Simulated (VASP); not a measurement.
Wanted: the native input for a VASP 6.6.1 run.

- Task: single point
- Functional: PBEsol
- Potentials or basis: VASP PAW PBE potentials, release 64 (Sc_sv, Al)
- Cutoff: 900 eV
- k mesh: 11 × 11 × 11
- Occupations: methfessel-paxton, width 0.05 eV
- Spin: no spin polarisation
- Further INCAR settings: ADDGRID = False; ALGO = Normal; EDIFF = 1e-08

The structure of ScAl lies in POSCAR:

```
ScAl
1.0
    3.3703489700      0.0000000000      0.0000000000
    0.0000000000      3.3703489700      0.0000000000
    0.0000000000      0.0000000000      3.3703489700
Sc Al
1 1
Direct
    0.5000000000      0.5000000000      0.5000000000
    0.0000000000      0.0000000000      0.0000000000
```

The cell comes from a database or a generator and needn't be the stable form of this composition.

One way to write it, as run:

INCAR

```
SYSTEM = ScAl
PREC     = Accurate       ! precision mode
ENCUT    = 900            ! plane-wave cutoff, eV
EDIFF    = 1E-8           ! SCF threshold, eV
ISMEAR   = 1              ! smearing method
SIGMA    = 0.05           ! smearing width, eV
LREAL    = .False.        ! projectors in reciprocal space
LASPH    = .True.         ! aspherical terms in the spheres
NELM     = 100            ! most SCF steps
ALGO     = Normal         ! electronic algorithm
ISIF     = 2              ! what is computed and relaxed
LWAVE    = .False.        ! write WAVECAR
LCHARG   = .False.        ! write CHGCAR
GGA      = PS             ! functional
ADDGRID  = .False.
```

KPOINTS

```
Automatic mesh
0
Gamma
  11 11 11
  0 0 0
```

Potentials or basis: VASP PAW PBE potentials, release 64 (Sc_sv, Al).

Command:

```sh
$ cat potpaw_PBE.64/Sc_sv/POTCAR potpaw_PBE.64/Al/POTCAR > POTCAR
$ mpirun -np 1 vasp_std > vasp.out
```

Results of the run:

```json
{
 "Pressure": "-1.6 GPa",
 "Band gap on the k mesh": "none (metal or under the smearing width)"
}
```

Caveat: the PAW data sets were made with another functional, which shifts forces and pressure a little.

It took 29 s on 1 thread of Intel(R) Xeon(R) Platinum 8488C (Sapphire Rapids), with other jobs on the host, peak memory 0.24 GiB.
